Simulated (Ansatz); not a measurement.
ZrC:

```
Zr C
1.0
     0.00000    2.36500    2.36500
     2.36500    0.00000    2.36500
     2.36500    2.36500    0.00000
Zr C
1 1
Direct
  0.50000 0.50000 0.50000
  0.00000 0.00000 0.00000
```

```yaml
Program: Ansatz 0.2.0
Task: relaxation of cell and atoms
Functional: PBEsol
Potentials_or_basis: Ansatz PAW
Cutoff: "420 eV (not typed: the program's choice for these potentials)"
k_mesh: 10 × 10 × 10
Occupations: fermi-dirac, width 0.05 eV
Spin: no spin polarisation
```

At the start: volume 13.23 Å³/atom.

Task: Where does the relaxation end?

Result: It ends after 4 steps and the volume is 12.72 Å³/atom (-3.8 %); space group Fm-3m (No. 225, to 0.05 Å).

The path:
| step | energy change (eV) | largest force (eV/Å) | volume (Å³) |
| --- | --- | --- | --- |
| 1 | 0.0000 | 0.0000 | 26.46 |
| 2 | -0.0286 | 0.0000 | 25.51 |
| 3 | -0.0288 | 0.0000 | 25.45 |
| 4 | -0.0277 | 0.0000 | 25.45 |

Final structure:
```xyz
2
Lattice="0.0000 2.3346 2.3346 2.3346 0.0000 2.3346 2.3346 2.3346 0.0000" Properties=species:S:1:pos:R:3 pbc="T T T"
Zr    2.3346    2.3346    2.3346
C     0.0000    0.0000    0.0000
```

Caveat: the plane-wave basis is chosen anew once the cell has moved, so the energies of steps on either side of that aren't comparable; the PAW data sets come from PBE, with cores solved anew for the run's functional, which leaves a small shift of forces and pressure.
